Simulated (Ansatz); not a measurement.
# Te2Mo: band edges up the ladder, part 2 of 2

Aim: the gap, band edges and levels at named points of Te2Mo.

Ansatz 0.2.0; DFT PBE+D3(BJ), scalar-relativistic, plane waves, PAW. Steps at another level of theory say so in their titles or inputs.

## Step 4: Levels with HSE06

input.yaml

```yaml
crystal:
  lattice:
    - [3.4963748211, 0.0, 0.0]
    - [-1.7481874106, 3.0279494163, 0.0]
    - [0.0, 0.0, 13.701742066]
  atoms:
    - { symbol: Te, position: [0.3333333333, 0.6666666667, 0.6173474411] }
    - { symbol: Te, position: [0.6666666667, 0.3333333333, 0.1173474411] }
    - { symbol: Te, position: [0.3333333333, 0.6666666667, 0.8826525589] }
    - { symbol: Te, position: [0.6666666667, 0.3333333333, 0.3826525589] }
    - { symbol: Mo, position: [0.3333333333, 0.6666666667, 0.25] }
    - { symbol: Mo, position: [0.6666666667, 0.3333333333, 0.75] }
basis:
  ecutwfc: 420
kpoints:
  mp_grid: { grid: [6, 6, 2] }
  band_path:
    path:
      - [0.0, 0.0, 0.0]
      - [0.5, 0.0, 0.0]
      - [0.3333333333, 0.3333333333, 0.0]
      - [0.0, 0.0, 0.5]
      - [0.5, 0.0, 0.5]
      - [0.3333333333, 0.3333333333, 0.5]
      - [0.197917, 0.195313, 0.0]
    npoints: 1
hamiltonian:
  xc: hse06
scf:
  occupations: { method: fixed }
  n_extra_bands: 6
output:
  eigenvalues: true
```

On the command line:

```console
ansatz run input.yaml --threads 4 --pin off --max-ram 10240MiB --backend cpu --events-out ev --progress --plain --runs-dir out
```

Output:

```text
Warning: RAYON_NUM_THREADS=4 ignored (pool sized by the plan → 4); use --threads N
scf.n_extra_bands = 6 over 46 filled bands (N_el = 92.0): the run solves 52 bands
Engine: ansatz 0.2.0, x86_64-unknown-linux-gnu
Pseudopotentials: kind: paw
Pseudopotential: Te, paw, valence charge 16, recommended cutoff 420 eV (normal), Te.paw.azcp
Pseudopotential: Mo, paw, valence charge 14, recommended cutoff 420 eV (normal), Mo.paw.azcp
Functional definition: HSE06
  parameter a = 0.25
  parameter omega = 0.11/bohr
  exchange = pbe_x - a*pbe_x_sr(omega) + a*exact_x_sr(omega)
  correlation = pbe_c
davidson cushion auto → on  (no smearing: the cushion is to keep the highest requested band from converging to the state above it; pin scf.eigensolver.cushion to override)
Crystal: 6 atoms, lattice volume = 145.058 Å³
Basis set: ecut = 420 eV, 2835 PW (Γ)
Bands: 52, of which v1, the nominal top of the filled ones, is band 46 counted from 1 (45 counted from 0)
Symmetry: 24 space group operations
Space group: P63/mmc (ITA 194), of the structure as read, at distance tolerance 5.3e-5 Å
k-points: 14 of 72
Non-local potential: Te, projectors of the file, l = 0: 2, l = 1: 2, l = 2: 2, l = 3: 2
Non-local potential: Mo, projectors of the file, l = 0: 3, l = 1: 2, l = 2: 2, l = 3: 1
PAW form: soft (Blöchl's): semilocal exchange-correlation on the pseudo side does not see the compensation charge
PAW frozen core: Te, regenerated for the run's functional, and the local potential with it (the file was generated under x = pbe(κ = 0.804, μ = 0.2195149727645171), c = pbe(β = 0.06672455060314922))
PAW frozen core: Mo, regenerated for the run's functional, and the local potential with it (the file was generated under x = pbe(κ = 0.804, μ = 0.2195149727645171), c = pbe(β = 0.06672455060314922))
PAW one-centre angular grid: Te, 590 points (default); XC on 64 Gauss nodes
PAW one-centre angular grid: Mo, 590 points (default); XC on 64 Gauss nodes
Initial density: superposition of atomic densities (neutral atoms: chi_scale 0, normalization atom), corrected by the library's trained network
Initial wavefunctions: pseudopotential atomic-orbital guess
Functional: x = pbe(κ = 0.804, μ = 0.2195149727645171), c = pbe(β = 0.06672455060314922), warm-up for x = pbe(κ = 0.804, μ = 0.2195149727645171) + 0.25 (exact − pbe) at short range (hse, ω = 0.20786987370883472 Å⁻¹), c = pbe(β = 0.06672455060314922); HSE06 as pw.x's `hse` composes it (authors' and Libxc's form: `xc: wpbeh`)
SCF iter   1: F=—  HF=-37833.307916 eV  |F-HF|=—  |Δ(HF+E_count)|=         —  Δρ=4.57e-3  dr2=1.81e-2  ethr=1.77e-3  ⟨swp⟩=5.5  Hψ=2970  notcnv=0
preconditioner: auto → none  [insulator: Δε(μ)=0.717 eV  Ē_g=6.484 eV  n_scr=52 (ndim 8)  ℏωp=18.5 eV  f_vac=0.012]
SCF iter   2: F=—  HF=-37833.329054 eV  |F-HF|=—  |Δ(HF+E_count)|=   2.11e-2  Δρ=5.00e-3  dr2=1.17e-1  ethr=1.97e-5  ⟨swp⟩=4.1  Hψ=2156  notcnv=0
SCF iter   3: F=—  HF=-37833.318566 eV  |F-HF|=—  |Δ(HF+E_count)|=   1.05e-2  Δρ=2.36e-3  dr2=1.35e-2  ethr=1.97e-5  ⟨swp⟩=3.9  Hψ=1905  notcnv=0
iter 4 solved again at ethr=6.91e-7 eV; its pass at ethr=1.47e-5 eV (dr2=6.36e-4 eV) is discarded
SCF iter   4: F=—  HF=-37833.319527 eV  |F-HF|=—  |Δ(HF+E_count)|=   9.61e-4  Δρ=5.81e-4  dr2=6.06e-4  ethr=6.91e-7  ⟨swp⟩=3.0  Hψ=3280  notcnv=0
SCF iter   5: F=-37833.319634 eV  HF=-37833.319635 eV  |F-HF|=3.55e-7  |Δ(HF+E_count)|=   1.07e-4  Δρ=8.39e-5  dr2=9.10e-6  ethr=6.59e-7  ⟨swp⟩=3.0  Hψ=1724  notcnv=0
SCF 1 stopped early in 5 iterations: F = -37833.319634 eV  dr2 = 9.10e-6
Initial density: handed on by an earlier stage of this run
Initial wavefunctions: those handed on with the density
Functional: x = pbe(κ = 0.804, μ = 0.2195149727645171) + 0.25 (exact − pbe) at short range (hse, ω = 0.20786987370883472 Å⁻¹), c = pbe(β = 0.06672455060314922); HSE06 as pw.x's `hse` composes it (authors' and Libxc's form: `xc: wpbeh`)
Exchange kernel: α = 0.2500, screened, ω = 0.2079 Å⁻¹, Wigner–Seitz truncation, v(0) = 1046.0353 eV·Å³, q-mesh 6×6×2, nearest image of the exchange supercell L = 20.98 Å, pair-density grid 15×15×60, without the augmentation charges, whose exchange is taken in its separable form by FFT convolution over the k-point mesh (sized by the pseudopotential files, 24×24×96 at the most), smooth part of the exact exchange by density-matrix convolution
Frozen-core exchange: fock
SCF iter   1: F=—  HF=-37855.079084 eV  |F-HF|=—  |Δ(HF+E_count)|=         —  Δρ=1.01e-2  dr2=3.35e-1  ethr=9.89e-8  ⟨swp⟩=7.9  Hψ=4261  notcnv=0
preconditioner: auto → none  [insulator: Δε(μ)=1.055 eV  Ē_g=7.608 eV  n_scr=52 (ndim 8)  ℏωp=18.5 eV  f_vac=0.010]
SCF iter   2: F=—  HF=-37855.240773 eV  |F-HF|=—  |Δ(HF+E_count)|=   1.62e-1  Δρ=1.68e-2  dr2=1.62e0  ethr=9.89e-8  ⟨swp⟩=7.0  Hψ=4089  notcnv=0  recentre
SCF iter   3: F=—  HF=-37855.028854 eV  |F-HF|=—  |Δ(HF+E_count)|=   2.12e-1  Δρ=3.50e-3  dr2=2.88e-2  ethr=9.89e-8  ⟨swp⟩=6.9  Hψ=4035  notcnv=0
SCF iter   4: F=—  HF=-37855.040776 eV  |F-HF|=—  |Δ(HF+E_count)|=   1.19e-2  Δρ=1.86e-3  dr2=7.43e-3  ethr=9.89e-8  ⟨swp⟩=4.9  Hψ=3115  notcnv=0
SCF iter   5: F=—  HF=-37855.039376 eV  |F-HF|=—  |Δ(HF+E_count)|=   1.40e-3  Δρ=5.47e-4  dr2=4.37e-4  ethr=9.89e-8  ⟨swp⟩=4.2  Hψ=2581  notcnv=0
SCF iter   6: F=—  HF=-37855.040512 eV  |F-HF|=—  |Δ(HF+E_count)|=   1.14e-3  Δρ=4.99e-4  dr2=1.09e-3  ethr=9.89e-8  ⟨swp⟩=4.0  Hψ=2138  notcnv=0
SCF iter   7: F=-37855.040356 eV  HF=-37855.040357 eV  |F-HF|=3.52e-7  |Δ(HF+E_count)|=   1.55e-4  Δρ=3.38e-5  dr2=3.47e-6  ethr=9.89e-8  ⟨swp⟩=4.0  Hψ=2052  notcnv=0
SCF 2 stopped early in 7 iterations: F = -37855.040356 eV  dr2 = 3.47e-6
hybrid outer 1: dexx = +2.095e-2 eV, tail = 2.30e-4 eV
Exchange kernel: α = 0.2500, screened, ω = 0.2079 Å⁻¹, Wigner–Seitz truncation, v(0) = 1046.0353 eV·Å³, q-mesh 6×6×2, nearest image of the exchange supercell L = 20.98 Å, pair-density grid 15×15×60, without the augmentation charges, whose exchange is taken in its separable form by FFT convolution over the k-point mesh (sized by the pseudopotential files, 24×24×96 at the most), smooth part of the exact exchange by density-matrix convolution
Frozen-core exchange: fock
SCF iter   1: F=—  HF=-37855.040506 eV  |F-HF|=—  |Δ(HF+E_count)|=         —  Δρ=5.85e-5  dr2=1.03e-5  ethr=1.25e-6  ⟨swp⟩=2.1  Hψ=1611  notcnv=0
preconditioner: auto → none  [insulator: Δε(μ)=1.104 eV  Ē_g=7.522 eV  n_scr=52 (ndim 8)  ℏωp=18.5 eV  f_vac=0.011]
iter 2 solved again at ethr=3.55e-10 eV; its pass at ethr=8.66e-9 eV (dr2=3.27e-7 eV) is discarded
SCF iter   2: F=—  HF=-37855.040505 eV  |F-HF|=—  |Δ(HF+E_count)|=   7.64e-7  Δρ=2.27e-5  dr2=6.73e-7  ethr=3.55e-10  ⟨swp⟩=2.6  Hψ=3922  notcnv=0
SCF iter   3: F=—  HF=-37855.040508 eV  |F-HF|=—  |Δ(HF+E_count)|=   2.81e-6  Δρ=1.33e-5  dr2=3.76e-7  ethr=3.55e-10  ⟨swp⟩=4.3  Hψ=2142  notcnv=0
SCF iter   4: F=-37855.040508 eV  HF=-37855.040508 eV  |F-HF|=7.20e-10  |Δ(HF+E_count)|=   8.28e-8  Δρ=2.13e-6  dr2=3.36e-8  ethr=3.55e-10  ⟨swp⟩=3.0  Hψ=1699  notcnv=0
SCF 3 converged in 4 iterations: F = -37855.040508 eV  dr2 = 3.36e-8
hybrid outer 2: dexx = +3.962e-6 eV, tail = 1.03e-7 eV, Δε = 1.40e-3 eV (about 6.15e-5 eV left of the loop's levels)
NSCF: frozen V_eff on 7 k-points
hybrid SCF converged: 2 outer / 11 inner (+5 warm-up), last move |dexx| = 3.96e-6 eV, tail = 1.03e-7 eV
Stability not checked: this state was not tested for a lower state beside it, because the functional holds exact exchange (a hybrid, or Hartree-Fock), whose exchange loop this test does not read (fock_operator; see scf.lower_state_search)
Free energy (F): -37855.040509 eV
Frozen-core exchange: fock
Harris-Foulkes:  -37855.040509 eV  (|F-HF|=7.20e-10)
Internal energy: -37855.040509 eV  (E = F + TS)
E sigma→0 (E₀):  -37855.040509 eV
Fermi energy:    12.796443 eV
--- Per-component energies (eV) ---
  E_band       = -1288.955414
  E_kinetic    = 1606.453009
  E_local      = -6918.157001  (includes V_loc(G=0)·N_el)
  E_nonlocal   = -961.968571
  E_hartree    = 3930.409226
  E_xc         = -696.774077
  E_vxc        = -701.872832  (∫ρ·V_xc dr)
  E_exx        = -264.836424  (= α·E_x^exact, valence–valence)
  E_paw        = -24979.444784  (= ΣΔE_a)
  E_vpaw       = -1644.557579  (= ΣTr[D̂ρ^β])
  E_aug_tail   = -0.000591  (compensation charges beyond the density's cutoff)
  E_ewald      = -9569.119970
  E_core_change = -1.601326  (= ΣΔE_core)
  E_smearing   = -0.000000  (= −TS)
  E_closure    = -0.000000  (closes the sum)
  Σ components = -37855.040509   (vs F -37855.040509, Δ=7.28e-12)
--- Band table (eV; the first three rows and the last of 14) ---
  k-point 0: bands = ["-52.1044", "-52.1044", "-26.5182", "-26.5182", "-26.5175", "-26.5175", "-26.5053", "-26.5053", "-26.5048", "-26.5048", "-26.4447", "-26.4447", "-26.4415", "-26.4415", "-26.4315", "-26.4315", "-26.4285", "-26.4285", "-26.4208", "-26.4186", "-26.4113", "-26.4091", "-24.8788", "-24.8787", "-24.6766", "-24.6766", "-24.6766", "-24.6766", "-1.8009", "-1.3044", "-0.8972", "-0.1285", "5.9201", "7.6727", "8.9790", "10.6483", "10.6483", "10.6739", "10.6739", "11.4535", "11.5899", "11.5899", "11.6482", "11.6482", "12.4952", "12.7964", "16.2409", "16.2409", "16.4390", "16.4390", "16.4564", "16.4564"]
  k-point 1: bands = ["-52.1044", "-52.1044", "-26.5179", "-26.5179", "-26.5179", "-26.5179", "-26.5050", "-26.5050", "-26.5050", "-26.5050", "-26.4433", "-26.4433", "-26.4433", "-26.4433", "-26.4298", "-26.4298", "-26.4298", "-26.4298", "-26.4198", "-26.4198", "-26.4101", "-26.4101", "-24.8787", "-24.8787", "-24.6766", "-24.6766", "-24.6766", "-24.6766", "-1.6313", "-1.6313", "-0.4410", "-0.4410", "6.5666", "6.5666", "10.3592", "10.3592", "10.6608", "10.6608", "10.6608", "10.6608", "11.6193", "11.6193", "11.6193", "11.6193", "12.7155", "12.7155", "16.2831", "16.2831", "16.2831", "16.2831", "16.7096", "16.7096"]
  k-point 2: bands = ["-52.1009", "-52.1009", "-26.5155", "-26.5148", "-26.5114", "-26.5110", "-26.5107", "-26.5103", "-26.4989", "-26.4985", "-26.4475", "-26.4461", "-26.4440", "-26.4439", "-26.4405", "-26.4378", "-26.4324", "-26.4291", "-26.4174", "-26.4162", "-26.4076", "-26.4058", "-24.8563", "-24.8561", "-24.7267", "-24.7267", "-24.6865", "-24.6865", "-1.3583", "-0.8702", "-0.5627", "0.1513", "6.4027", "8.1106", "8.7834", "9.7139", "9.8304", "10.4079", "10.9989", "11.0507", "11.0643", "11.1454", "11.3440", "11.5429", "12.2290", "12.4108", "15.0891", "15.3753", "15.4090", "15.6106", "15.6991", "16.1104"]
  k-point 13: bands = ["-52.0889", "-52.0889", "-26.5277", "-26.5277", "-26.4980", "-26.4980", "-26.4910", "-26.4910", "-26.4897", "-26.4897", "-26.4684", "-26.4684", "-26.4531", "-26.4531", "-26.4378", "-26.4378", "-26.4370", "-26.4370", "-26.4115", "-26.4115", "-26.3950", "-26.3950", "-24.8299", "-24.8299", "-24.7895", "-24.7895", "-24.7791", "-24.7791", "1.2053", "1.2053", "1.3852", "1.3852", "7.2849", "7.2849", "7.3976", "7.3976", "8.2139", "8.2139", "8.4673", "8.4673", "9.7137", "9.7137", "10.3644", "10.3644", "12.5153", "12.5153", "14.2321", "14.2321", "14.7699", "14.7699", "15.7564", "15.7564"]
```

Run time: 2.9 min. Hardware: 4 threads of Intel Xeon at 2.70GHz, shared host; peak memory 3.2 GiB.

Levels at named points, in eV from the top of the last band filled by count:

```csv
point,band 44,band 45,band 46,band 47,band 48,band 49
Γ,-1.15,-0.30,0.00,3.44,3.44,3.64
M,-1.19,-0.78,-0.35,1.73,1.82,1.92
K,-2.17,-0.41,-0.08,1.36,1.42,1.42
A,-1.18,-0.08,-0.08,3.49,3.49,3.49
L,-1.21,-0.57,-0.57,1.77,1.77,2.17
H,-2.43,-0.28,-0.28,1.44,1.44,1.97
bottom*,-1.46,-0.89,-0.69,0.97,1.95,1.98
```

* Points where the relaxation's level has its edges, typed into the path; another level's edges can lie beside them.

## Step 5: The ladder

```csv
level,k mesh,gap (eV),least direct gap (eV),top at,bottom at,CPU time (s)
PBE+D3(BJ) on the hybrid's mesh,6×6×2,0.60,1.03,Γ,"(0.20, 0.20, 0.00)",10
HSE06,6×6×2,0.97,1.44,Γ,"(0.20, 0.20, 0.00)",590
```

Gaps are by band count over the mesh and the named points; a gap of 0 means that the bands overlap or touch.

## Step 6: Results

What follows sums up all 2 parts.

| quantity | value |
| --- | --- |
| gap, HSE06 | 0.97 eV, indirect |

**Reading.** At HSE06 the gap is 0.97 eV, from Γ to (0.20, 0.20, 0.00). Measured gap of Te2Mo: 0.88 eV (indirect; 300 K; quoted in “Broadband infrared study of pressure-tunable Fano resonance and metallization transition in 2H-MoTe2”, 2022, pmc:9569381). This calculation gives 0.97 eV (+0.09 eV). 2 values of this kind are on record (0.88 to 0.96 eV); this one was drawn at random among those near their median, those with a stated uncertainty first. That is HSE06, the nearest rung, at the geometry relaxed with PBE+D3(BJ), without temperature or excitons. Spin-orbit coupling is left out, which matters for the bands of Te.
